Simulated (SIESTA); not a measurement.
## Re under changes of volume

One of the cells (15.107 Å³/atom); the others are scaled copies at fixed shape and fractional positions:

```xyz
4
Lattice="2.7847 0.0000 0.0000 -1.3924 2.4116 0.0000 0.0000 0.0000 8.9980" Properties=species:S:1:pos:R:3 pbc="T T T"
Re    1.3924    0.8039    6.7485
Re    0.0000    0.0000    4.4990
Re    0.0000    1.6078    2.2495
Re    0.0000    0.0000    0.0000
```

| Property | Result |
| --- | --- |
| Program | SIESTA 5.4.2 |
| Functional | PBEsol |
| Potentials or basis | PseudoDojo 0.4 standard (PBEsol files) |
| Basis | DZP (energy shift 0.003 Ry; two zetas on semicore shells) |
| Grid cutoff | 800 Ry |
| Energy shift | 0.003 Ry |
| k mesh | 11 × 11 × 3 |
| Occupations | fermi-dirac, width 0.05 eV |
| Spin | no spin polarisation |

| volume (Å³/atom) | energy over the lowest point (meV/atom) | pressure (GPa) |
| --- | --- | --- |
| 13.922 | 51.09 | 23.7 |
| 14.218 | 16.85 | 13.7 |
| 14.515 | 0.00 | 4.7 |
| 15.107 | ? | ? |
| 15.403 | 38.59 | -17.2 |
| 15.699 | 76.03 | -23.0 |

Task: What does the run at 15.107 Å³/atom give?

Result: Energy over the lowest point 12.63 meV/atom; pressure -10.7 GPa.

Worked out: A Birch-Murnaghan fit of order 3 (a polynomial in V^(-2/3)) to the other rows has its minimum at 14.68 Å³/atom with B0 = V·E''(V) = 399 GPa and B' = 4.4 at fixed shape and positions, which overstates the stiffness. It gives 12.52 meV/atom at 15.107 Å³/atom, against the run's 12.63, and -dE/dV = -10.8 GPa, against -10.7.

Energies are extrapolated to zero smearing.

Caveats: short orbitals over semicore shells can move pressures by several GPa; the basis of atomic orbitals isn't converged, which shifts pressures, moduli and gaps.
